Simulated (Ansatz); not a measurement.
The system is TiCo.

```
Co Ti
1.0
     2.98611    0.00000    0.00000
     0.00000    2.98611    0.00000
     0.00000    0.00000    2.98611
Co Ti
1 1
Direct
  0.50000 0.50000 0.50000
  0.00000 0.00000 0.00000
```

The cell comes from a database or a generator and needn't be the stable form of this composition.

Program: Ansatz 0.2.0. Alike in all runs: potentials or basis Ansatz PAW; spin collinear, ferromagnetic start; cell as given; k mesh 5 × 5 × 5; smearing fermi-dirac 0.05 eV; the mesh is coarse, so values aren't converged.

**Question.** Order these runs on this cell by their pressure, lowest first.
A. level HSEsol; cutoff (eV) 420; points for each segment of the path 4
B. level PBE0; cutoff (eV) 420
C. level r2SCANh; cutoff (eV) 500
D. level r2SCAN50; cutoff (eV) 500
E. level HF; cutoff (eV) 420

**Answer.** A (0.0 GPa), C (3.7 GPa), B (5.5 GPa), D (9.4 GPa), E (29.3 GPa).

Caveats: all runs use coarse meshes; the magnetic or orbital state may not be the lowest; the PAW data sets come from PBE, with cores solved anew for the run's functional, which leaves a small shift of forces and pressure; the starting moments weren't kept; the thresholds are loose for stress; so large a pressure means that the cell lies far from this level's equilibrium, or that cutoff or potentials fall short (some runs).
